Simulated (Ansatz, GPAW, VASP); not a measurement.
**ZnSe: programs and potentials compared**

```
CELL_PARAMETERS angstrom
0.00000 2.83380 2.83380
2.83380 0.00000 2.83380
2.83380 2.83380 0.00000
ATOMIC_POSITIONS crystal
Se 0.75000 0.75000 0.75000
Zn 0.00000 0.00000 0.00000
```

Alike in all runs: task single point; functional PBE; k mesh 8 × 8 × 8; occupations gaussian, width 0.024 eV; no spin polarisation; no spin-orbit coupling. Pressure is positive in compression and, in plane waves, holds the error of the finite cutoff.

```tsv
program and potentials	plane-wave cutoff (eV)	notes	band gap (eV)	pressure (GPa)
Ansatz, all-electron LAPW, scalar-relativistic	-	-	1.29	2.12
GPAW, GPAW PAW data sets (gpaw-data 1.2.1)	600	-	1.30	2.09
VASP, PBE PAW files Se, Zn, 520 eV	520	-	1.29	2.36
```

The band gap spans 1.29 (VASP, PBE PAW files Se, Zn, 520 eV) to 1.30 eV (GPAW, GPAW PAW data sets (gpaw-data 1.2.1)), with all-electron results at 1.29. The pressure spans 2.09 (GPAW, GPAW PAW data sets (gpaw-data 1.2.1)) to 2.36 GPa (VASP, PBE PAW files Se, Zn, 520 eV), with all-electron results at 2.12. Spin-orbit coupling, left out here, moves the band edges of heavy atoms.

Differences between rows come from potentials, basis sets and numerical settings, since the functional is the same but for its coding. Runs on potential files found faulty are left out.

The three codes give practically the same PBE gap for ZnSe, 1.29 to 1.30 eV, so its size belongs to the functional and not to the potentials. It falls far short of the measured gap. A semilocal functional lacks the derivative discontinuity in its Kohn-Sham gap, and it also places the Zn 3d shell too high, which strengthens its repulsion with the Se 4p states and pushes up the valence-band maximum.

The positive pressure in every row means that PBE would expand this cell. As the cell is close to the measured lattice constant, this fits the functional's usual underbinding of semiconductors. Pressure separates the codes more clearly than the gap does: GPAW stays near the all-electron value, while VASP lies higher at 2.36 GPa, probably because of its potentials, since an incomplete plane-wave basis usually lowers the pressure. Close agreement at one volume does not establish equal bulk moduli or equal deformation potentials.
